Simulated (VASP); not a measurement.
Input of a VASP 6.6.1 run:

INCAR

```
ALGO     = Normal         # electronic algorithm
EDIFF    = 1E-7           # SCF threshold, eV
ENCUT    = 520            # plane-wave cutoff, eV
GGA      = PE             # functional
ISIF     = 2              # what is computed and relaxed
ISMEAR   = 0              # smearing method
LASPH    = T              # aspherical terms in the spheres
LCHARG   = F              # write CHGCAR
LREAL    = F              # projectors in reciprocal space
LWAVE    = F              # write WAVECAR
NBANDS   = 26             # bands
NELM     = 100            # most SCF steps
PREC     = Accurate       # precision mode
SIGMA    = 0.1            # smearing width, eV
```

KPOINTS

```
k-points
0
Gamma
  6 4 4
```

POSCAR

```
Si
1.0
    3.3776730900      0.0000000000      0.0000000000
    0.0000000000      5.8015120100      0.0000000000
    0.0000000000      0.0000000000      6.1155175900
Si
8
Direct
    0.1439704100      0.5629558500      0.1590805600
    0.1439704100      0.9370441500      0.6590805600
    0.6439704100      0.0629558500      0.8409194400
    0.3560295900      0.9370441500      0.1590805600
    0.8560295900      0.0629558500      0.3409194400
    0.8560295900      0.4370441500      0.8409194400
    0.6439704100      0.4370441500      0.3409194400
    0.3560295900      0.5629558500      0.6590805600
```

Potentials or basis: VASP PAW PBE potentials, release 64 (Si).

The run is started by

```sh
$ cat potpaw_PBE.64/Si/POTCAR > POTCAR
$ mpirun -np 1 vasp_std > vasp.out
```

(1) What does it give for the band gap on the k mesh?

(2) Estimate the pressure.

(3) Predict the largest force.

Answers

(1) none (metal or under the smearing width).

(2) 33.5 GPa.

(3) 1.885 eV/Å.

Caveat: a pressure of tens of GPa on the cell as given is suspect, and the run, the potentials or the cell itself is likely at fault; forces of over 1 eV/Å show positions far from the minimum, so gaps and moduli don't describe the material at rest.
